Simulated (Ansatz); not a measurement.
# MgF2: further runs on the relaxed cell

One table from this session's results is given with a row withheld; the runs are named, their logs left out.

Method: DFT PBEsol, scalar-relativistic, plane waves, PAW, in Ansatz 0.2.0.

1 further run of the same task is left out (set aside as unsound or not needed).

### The structure to begin with

Symmetry: P4_2/mnm, No. 136, tetragonal system. The conventional cell has a = 4.639 Å, b = 4.639 Å, c = 3.062 Å, α = 90.00°, β = 90.00°, γ = 90.00°. Around Mg (site symmetry mmm) lie 6 F at 1.99 to 2.00 Å. F (site symmetry m2m) is surrounded by 3 Mg at 1.99 to 2.00 Å.

Coordinates:

```cif
data_structure
_symmetry_space_group_name_H-M 'P4_2/mnm'
_symmetry_Int_Tables_number 136
_cell_length_a 4.6388
_cell_length_b 4.6388
_cell_length_c 3.0622
_cell_angle_alpha 90.000
_cell_angle_beta 90.000
_cell_angle_gamma 90.000
_cell_volume 65.89
loop_
_atom_site_label
_atom_site_type_symbol
_atom_site_symmetry_multiplicity
_atom_site_Wyckoff_symbol
_atom_site_fract_x
_atom_site_fract_y
_atom_site_fract_z
_atom_site_occupancy
Mg1 Mg 2 a 0.00000 0.00000 0.00000 1
F1 F 4 f 0.30338 0.30338 0.00000 1
```

It is the result of an earlier relaxation at this level (volume 10.98 Å³/atom; gap on the mesh: 6.89 eV).

The first run:

input.yaml reads:

```yaml
crystal:
  lattice:
    - [4.5919280998, 0.0, 0.0]
    - [0.0, 4.5919280998, 0.0]
    - [0.0, 0.0, 3.0312595696]
  atoms:
    - { symbol: Mg, position: [0.0, 0.0, 0.0] }
    - { symbol: Mg, position: [0.5, 0.5, 0.5] }
    - { symbol: F, position: [0.3033761543, 0.3033761543, 0.0] }
    - { symbol: F, position: [0.1966238457, 0.8033761543, 0.5] }
    - { symbol: F, position: [0.6966238457, 0.6966238457, 0.0] }
    - { symbol: F, position: [0.8033761543, 0.1966238457, 0.5] }
basis:
  ecutwfc: 420
kpoints:
  mp_grid: { grid: [6, 6, 8] }
hamiltonian:
  xc: pbesol
scf:
  occupations: { method: gaussian, width: 0.02 }
output:
  forces: true
  stress: true
  eigenvalues: true
relax:
  adjacent_minimum: "off"
  f_tol: 0.01
  max_steps: 30
  cell: { stress_tol: 0.1, fix: [volume] }
```

Launch:

```sh
$ ansatz run input.yaml --threads 1 --pin off --max-ram 2560MiB --backend cpu --events-out ev --progress --plain --runs-dir out
```

Steps of the session up to this table: Volume × 0.97; The cell scaled to 1.03 of its volume; Point at V/V0 = 0.94; Point at V/V0 = 1.06; Volume × 0.91; Point at V/V0 = 1.10; Point at V/V0 = 0.88.

One of the session's tables, all rows but one given; the rest of the session is left out.

It belongs to the step «Equation of state». 

```
volume (Å³/atom)  energy above the lowest point (meV/atom)  pressure (GPa)  gap on the mesh (eV)
           9.664                                      60.9           16.62                  7.78
           9.994                                      32.3           11.39                  7.53
          10.323                                         ?               ?                     ?
          10.653                                       3.2            3.20                  7.09
          10.982                                       0.0            0.01                  6.89
          11.312                                       2.8           -2.69                  6.70
          11.641                                      10.7           -4.96                  6.53
          12.080                                      27.8           -7.42                  6.32
```

Estimate the missing values for volume (Å³/atom) = 10.323.

Worked estimate for «energy above the lowest point (meV/atom)». A straight line through the neighbours (9.994, 32.3) and (10.653, 3.2) gives 32.3 + (3.2 − 32.3) × (10.323 − 9.994) / (10.653 − 9.994) = 17.8; a parabola fitted to 4 rows on both sides gives 13.5.

As computed: energy above the lowest point (meV/atom): 13.5; pressure (GPa): 6.96; gap on the mesh (eV): 7.31. In «energy above the lowest point (meV/atom)» the line misses by +4.3 and the parabola by 0.0.
